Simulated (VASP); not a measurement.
# Ni (Fm-3m) in VASP: notebook

The runs below take Ni through single point, with PBEsol.

Program: VASP 6.6.1. These are calculated values, not measurements. Logs are shortened: lines on timing, memory, paths and dates and some standing lists are left out, and cuts for length are marked.

## (1) The structure

The structure is cubic, space group Fm-3m (No. 225). The conventional cell has a = 3.520 Å, b = 3.520 Å, c = 3.520 Å, α = 90.00°, β = 90.00°, γ = 90.00°. Ni (site symmetry m-3m) is surrounded by 12 Ni at 2.49 Å.

The cell was built by a generator and needn't be a form met in nature.

## (2) Single point, PBEsol, collinear spin, ferromagnetic start

File INCAR:

```
ALGO = Normal
EDIFF = 1E-7
ENCUT = 520
GGA = PS
ISIF = 2
ISMEAR = 1
ISPIN = 2
LASPH = T
LCHARG = F
LMAXMIX = 4
LORBIT = 11
LREAL = F
LWAVE = F
MAGMOM = 0.8
NBANDS = 15
NELM = 120
PREC = Accurate
SIGMA = 0.1
```

File KPOINTS:

```
k-points
0
Gamma
  31 31 31
```

File POSCAR:

```
Ni
1.0
    0.0000000000      1.7600000000      1.7600000000
    1.7600000000      0.0000000000      1.7600000000
    1.7600000000      1.7600000000      0.0000000000
Ni
1
Direct
    0.0000000000      0.0000000000      0.0000000000
```

Potentials or basis: VASP PAW PBE potentials, release 64 (Ni).

The run is started by

```sh
cat potpaw_PBE.64/Ni/POTCAR > POTCAR
mpirun -np 1 vasp_std > vasp.out
```

OUTCAR:

```text
EDIFF = 1E-7
   ENCUT = 520
   GGA = PS
   ISIF = 2
   ISMEAR = 1
   ISPIN = 2
   LASPH = T
   LORBIT = 11
   LREAL = F
   NELM = 120
   PREC = Accurate

 ion  position               nearest neighbor table
   1  0.000  0.000  0.000-

  LATTYP: Found a face centered cubic cell.
 ALAT       =     3.5200000000

  Lattice vectors:

 A1 = (   0.0000000000,   1.7600000000,   1.7600000000)
 A2 = (   1.7600000000,   0.0000000000,   1.7600000000)
 A3 = (   1.7600000000,   1.7600000000,   0.0000000000)

Analysis of symmetry for initial positions (statically):
=====================================================================
 Subroutine PRICEL returns:
 Original cell was already a primitive cell.

 Routine SETGRP: Setting up the symmetry group for a
 face centered cubic supercell.

 Subroutine GETGRP returns: Found 48 space group operations
 (whereof 48 operations were pure point group operations)
 out of a pool of 48 trial point group operations.

The static configuration has the point symmetry O_h .

Analysis of symmetry for dynamics (positions and initial velocities):
=====================================================================
 Subroutine PRICEL returns:
 Original cell was already a primitive cell.

 Routine SETGRP: Setting up the symmetry group for a
 face centered cubic supercell.

 Subroutine GETGRP returns: Found 48 space group operations
 (whereof 48 operations were pure point group operations)
 out of a pool of 48 trial point group operations.

The dynamic configuration has the point symmetry O_h .

Analysis of structural, dynamic, and magnetic symmetry:
=====================================================================
 Subroutine PRICEL returns:
 Original cell was already a primitive cell.

 Routine SETGRP: Setting up the symmetry group for a
 face centered cubic supercell.

 Subroutine GETGRP returns: Found 48 space group operations
 (whereof 48 operations were pure point group operations)
 out of a pool of 48 trial point group operations.

The overall configuration has the point symmetry O_h .

 Subroutine INISYM returns: Found 48 space group operations
 (whereof 48 operations are pure point group operations),
 and found     1 'primitive' translations

----------------------------------------------------------------------------------------

                                     Primitive cell

  volume of cell :      10.9036

  direct lattice vectors                    reciprocal lattice vectors
     0.000000000  1.760000000  1.760000000    -0.284090909  0.284090909  0.284090909
     1.760000000  0.000000000  1.760000000     0.284090909 -0.284090909  0.284090909
     1.760000000  1.760000000  0.000000000     0.284090909  0.284090909 -0.284090909

  length of vectors
     2.489015870  2.489015870  2.489015870     0.492059889  0.492059889  0.492059889

  position of ions in fractional coordinates (direct lattice)
     0.000000000  0.000000000  0.000000000

  ion indices of the primitive-cell ions
   primitive index   ion index
                 1           1

----------------------------------------------------------------------------------------

 KPOINTS: k-points

Automatic generation of k-mesh.
 Grid dimensions read from file:
 generate k-points for:   31   31   31

 Generating k-lattice:

  Cartesian coordinates                     Fractional coordinates (reciprocal lattice)
    -0.009164223  0.009164223  0.009164223     0.032258065  0.000000000  0.000000000
     0.009164223 -0.009164223  0.009164223     0.000000000  0.032258065  0.000000000
     0.009164223  0.009164223 -0.009164223     0.000000000  0.000000000  0.032258065

  Length of vectors
     0.015872900  0.015872900  0.015872900

  Shift w.r.t. Gamma in fractional coordinates (k-lattice)
     0.000000000  0.000000000  0.000000000

 Subroutine IBZKPT returns following result:
 ===========================================

 Found    816 irreducible k-points:

 Following reciprocal coordinates:
            Coordinates               Weight
  0.000000  0.000000  0.000000      1.000000
  0.032258  0.000000  0.000000      8.000000
  0.064516  0.000000  0.000000      8.000000
  0.096774  0.000000  0.000000      8.000000
  0.129032  0.000000  0.000000      8.000000
  0.161290  0.000000  0.000000      8.000000
[... 16 lines left out ...]
  0.225806  0.032258  0.000000     24.000000
  0.258065  0.032258  0.000000     24.000000
 [... further k-points ...]
   k-points           NKPTS =    816   k-points in BZ     NKDIM =    816   number of bands    NBANDS=     15
   number of dos      NEDOS =    301   number of ions     NIONS =      1
   total plane-waves  NPLWV =   8000
   dimension x,y,z NGX =    20 NGY =   20 NGZ =   20
   dimension x,y,z NGXF=    40 NGYF=   40 NGZF=   40
   ions per type =               1
   NGX,Y,Z   is equivalent  to a cutoff of  13.36, 13.36, 13.36 a.u.
   NGXF,Y,Z  is equivalent  to a cutoff of  26.72, 26.72, 26.72 a.u.
 SYSTEM =  unknown system
   PREC   = accura    normal or accurate (medium, high low for compatibility)
   ISTART =      0    job   : 0-new  1-cont  2-samecut
   ICHARG =      2    charge: 1-file 2-atom 10-const
   ISPIN  =      2    spin polarized calculation?
   LNONCOLLINEAR =      F non collinear calculations
   LSORBIT =      F    spin-orbit coupling
   LASPH  =      T    aspherical Exc in radial PAW
   ENCUT  =  520.0 eV  38.22 Ry    6.18 a.u.   4.63  4.63  4.63*2*pi/ulx,y,z
   NELM   =    120;   NELMIN=  2; NELMDL= -5     # of ELM steps
   EDIFF  = 0.1E-06   stopping-criterion for ELM
   LREAL  =      F    real-space projection
[... 7 lines left out ...]
   TEBEG  =    0.0;   TEEND  =   0.0 temperature during run
   PSTRESS=    0.0 pullay stress
   NELECT =      10.0000    total number of electrons
   NUPDOWN=      -1.0000    fix difference up-down
   EMIN   =  10.00;   EMAX   =-10.00  energy-range for DOS
   EFERMI =   0.00;   METHOD = LEGACY
   ISMEAR =     1;   SIGMA  =   0.10  broadening in eV -4-tet -1-fermi 0-gaus
   EFERMI_NEDOS =   21; number of points for ismear=-14 and -15
   IALGO  =     38    algorithm
   IMIX   =      4    mixing-type and parameters
     AMIX     =   0.40;   BMIX     =  1.00
     AMIX_MAG =   1.60;   BMIX_MAG =  1.00
  volume/ion in A,a.u.               =      10.90        73.58
  Fermi-wavevector in a.u.,A,eV,Ry     =   1.590568  3.005737 34.421456  2.529906
  Thomas-Fermi vector in A             =   2.689243
   LORBIT       =     11    0 simple, 1 ext, 2 COOP (PROOUT), +10 PAW based schemes
   GGA     = PS    functional components
   LHFCALC =     F    Hartree Fock is set to
   AEXX    =    0.0000 exact exchange contribution
   IVDW    =     0    specifies the selected vdW correction
   LEPSILON=     F    determine dielectric tensor
   LRPA    =     F    only Hartree local field effects (RPA)
 spin polarized calculation
 Methfessel and Paxton  Order N= 1 SIGMA  =   0.10
  energy-cutoff  :      520.00
  volume of cell :       10.90
 maximum number of plane-waves:       306
   NGX =  9   NGY =  9   NGZ =  9

 number of electron      10.0000009 magnetization       0.6402287

 Free energy of the ion-electron system (eV)
  ---------------------------------------------------
  ext. energy  EPLUGINS =         0.00000000
  ---------------------------------------------------
  free energy    TOTEN  =        -6.11769082 eV

  energy without entropy =       -6.11779786  energy(sigma->0) =       -6.11772650

 E-fermi :   9.1662     XC(G=0): -13.4224

 val. band max:        9.1658122883   @ k =   0.4516   0.2903   0.0645
 cond. band min:       9.1666836287   @ k =   0.4194   0.2903   0.0645
 fundamental gap:      0.0008713404
 Fermi energy:         9.1662258152

 spin component 1

 k-point     1 :       0.0000    0.0000    0.0000
  band No.  band energies     occupation
      1       0.1141      1.00000
      2       6.7229      1.00000
      3       6.7229      1.00000
      4       6.7229      1.00000
      5       7.8950      1.00000
      6       7.8950      1.00000
      7      32.8375      0.00000
      8      36.6584      0.00000
      9      36.6584      0.00000
     10      36.6584      0.00000
     11      39.5641      0.00000
     12      39.5641      0.00000
     13      39.5641      0.00000
     14      42.6046      0.00000
     15      48.8273      0.00000
[... 397 lines left out ...]
 k-point    24 :       0.2581    0.0323    0.0000
  band No.  band energies     occupation
      1       2.3335      1.00000
      2       6.3784      1.00000
      3       6.9531      1.00000
      4       6.9642      1.00000
      5       7.8897      1.00000
      6       8.0323      1.00000
      7      23.6758      0.00000
      8      32.6392      0.00000
      9      33.4108      0.00000
     10      35.8961      0.00000
     11      38.7463      0.00000
     12      41.0206      0.00000
     13      41.6608      0.00000
     14      45.4261      0.00000
     15      47.5575      0.00000

 [... further k-points ...]

 spin component 2

 k-point     1 :       0.0000    0.0000    0.0000
  band No.  band energies     occupation
      1       0.1008      1.00000
      2       7.4645      1.00000
      3       7.4645      1.00000
      4       7.4645      1.00000
      5       8.5164      1.00000
      6       8.5164      1.00000
      7      32.7198      0.00000
      8      36.6592      0.00000
      9      36.6592      0.00000
     10      36.6592      0.00000
     11      39.6843      0.00000
     12      39.6843      0.00000
     13      39.6843      0.00000
     14      42.5120      0.00000
     15      49.0186      0.00000
[... 397 lines left out ...]
 k-point    24 :       0.2581    0.0323    0.0000
  band No.  band energies     occupation
      1       2.3475      1.00000
      2       7.0239      1.00000
      3       7.6479      1.00000
      4       7.6652      1.00000
      5       8.5609      1.00000
      6       8.7077      1.00000
      7      23.8310      0.00000
      8      32.5744      0.00000
      9      33.5135      0.00000
     10      35.9806      0.00000
     11      38.7735      0.00000
     12      41.0468      0.00000
     13      41.6779      0.00000
     14      45.5453      0.00000
     15      47.6792      0.00000

 [... further k-points ...]
[... 5 lines left out ...]
  --------------------------------------------------------------------------------------
  -------------------------------------------------------------------------------------
  Total       -0.6765328     -0.6765328     -0.6765328     -0.0000000      0.0000000      0.0000000
  in kB      -99.4103172    -99.4103172    -99.4103172     -0.0000000      0.0000000      0.0000000
  external PRESSURE =     -99.4103172 kB  Pullay stress =       0.0000000 kB

 VOLUME and BASIS-vectors are now :
 -----------------------------------------------------------------------------
  energy-cutoff  :      520.00
  volume of cell :       10.90
      direct lattice vectors                 reciprocal lattice vectors
     0.000000000  1.760000000  1.760000000    -0.284090909  0.284090909  0.284090909
     1.760000000  0.000000000  1.760000000     0.284090909 -0.284090909  0.284090909
     1.760000000  1.760000000  0.000000000     0.284090909  0.284090909 -0.284090909

 POSITION                                       TOTAL-FORCE (eV/Angst)
 -----------------------------------------------------------------------------------
      0.00000      0.00000      0.00000         0.000000      0.000000      0.000000
 -----------------------------------------------------------------------------------
    total drift:                                0.000000     -0.000000      0.000000

  FREE ENERGIE OF THE ION-ELECTRON SYSTEM (eV)
  ---------------------------------------------------
  free  energy   TOTEN  =        -6.1176908177 eV

  energy  without entropy=       -6.1177978571  energy(sigma->0) =       -6.11772650

 total charge

# of ion       s       p       d       tot
------------------------------------------
    1        0.500   0.501   8.308   9.309

 magnetization (x)

# of ion       s       p       d       tot
------------------------------------------
    1       -0.006  -0.024   0.680   0.650
```

Wall time 6.4 min (1 thread of Intel Xeon Platinum 8259CL at 2.50GHz (Skylake/Cascade Lake), shared host); peak memory 0.3 GiB.

Results:

- Free energy: -6.1177 eV
- Pressure: -9.9 GPa
- Band gap on the k mesh: none (metal or under the smearing width)
- Net moment: 0.64 μB per cell
- Site moments: Ni +0.65 μB
- Valence electrons inside the program's atomic spheres: Ni 9.31

Levels at points of the mesh, in eV from the Fermi level:
Spin up:
```
           k point  band 1  band 2  band 3  band 4  band 5  band 6  band 7  band 8  band 9  band 10
(0.00, 0.00, 0.00)   -9.05   -2.44   -2.44   -2.44   -1.27   -1.27   23.67   27.49   27.49    27.49
```
Spin down:
```
           k point  band 3  band 4  band 5  band 6  band 7  band 8
(0.00, 0.00, 0.00)   -1.70   -1.70   -0.65   -0.65   23.55   27.49
```

Caveat: the PAW data sets were made with another functional, which shifts forces and pressure a little.

## (3) Single point, PBEsol

File INCAR:

```
ALGO = Normal
EDIFF = 1E-7
ENCUT = 520
GGA = PS
ISIF = 2
ISMEAR = 1
LASPH = T
LCHARG = F
LREAL = F
LWAVE = F
NBANDS = 11
NELM = 120
PREC = Accurate
SIGMA = 0.1
```

KPOINTS is that of step 2.

POSCAR is that of step 2.

Potentials or basis: VASP PAW PBE potentials, release 64 (Ni).

The run is started by

```sh
cat potpaw_PBE.64/Ni/POTCAR > POTCAR
mpirun -np 1 vasp_std > vasp.out
```

It took 97 s on 1 thread of Intel Xeon Platinum 8259CL at 2.50GHz (Skylake/Cascade Lake), shared host; peak memory 0.21 GiB.

It converged, with:

```yaml
Free_energy: -6.0622 eV
Pressure: -11.2 GPa
Band_gap_on_the_k_mesh: none (metal or under the smearing width)
```

Levels at points of the mesh, in eV from the Fermi level:
```tsv
k point	band 1	band 2	band 3	band 4	band 5	band 6	band 7	band 8	band 9	band 10
(0.00, 0.00, 0.00)	-8.85	-1.84	-1.84	-1.84	-0.73	-0.73	23.82	27.70	27.70	27.70
```

Caveat: the PAW data sets were made with another functional, which shifts forces and pressure a little; the run has no spin polarisation, though such a crystal can be magnetic.
